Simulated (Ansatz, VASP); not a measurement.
# Two plane-wave programs on MoS2

```xyz
3
Lattice="1.5855 0.9154 6.1150 -1.5855 0.9154 6.1150 0.0000 -1.8308 6.1150" Properties=species:S:1:pos:R:3 pbc="T T T"
Mo    0.0000    0.0000    0.0000
S     0.0000    0.0000   13.7587
S     0.0000    0.0000    4.5862
```

Measurements of this composition are mostly on another form, of space group No. 194.

Alike in both runs: task single point; functional PBEsol; k mesh 8 × 8 × 8; occupations fermi-dirac, width 0.2 eV; no spin polarisation.

|  | VASP | Ansatz |
| --- | --- | --- |
| version | VASP 6.6.1 | Ansatz 0.2.0 |
| potentials or method | VASP PAW PBE potentials, release 64 (Mo_sv, S) | plane waves, PAW |
| plane-wave cutoff (eV) | 520 | 475 |
| valence electrons in the cell | 26 | 26 |

VASP gave:

```
pressure (GPa)                                  : 3.3
largest component of the traceless stress (GPa) : 2.99
rms of the force components (eV/Å)              : 0.359
```

Q: Estimate Ansatz's values.

A: Pressure (GPa): 3.3; largest component of the traceless stress (GPa): 2.98; rms of the force components (eV/Å): 0.356.

Atom by atom the forces differ by 0.002 eV/Å (rms over components). Ansatz warned: «stress_scf_threshold_loose».

Caveats: the PAW data sets were made with another functional, which shifts forces and pressure a little (VASP); the cell's inner coordinates are idealised or old, which leaves forces on the atoms.
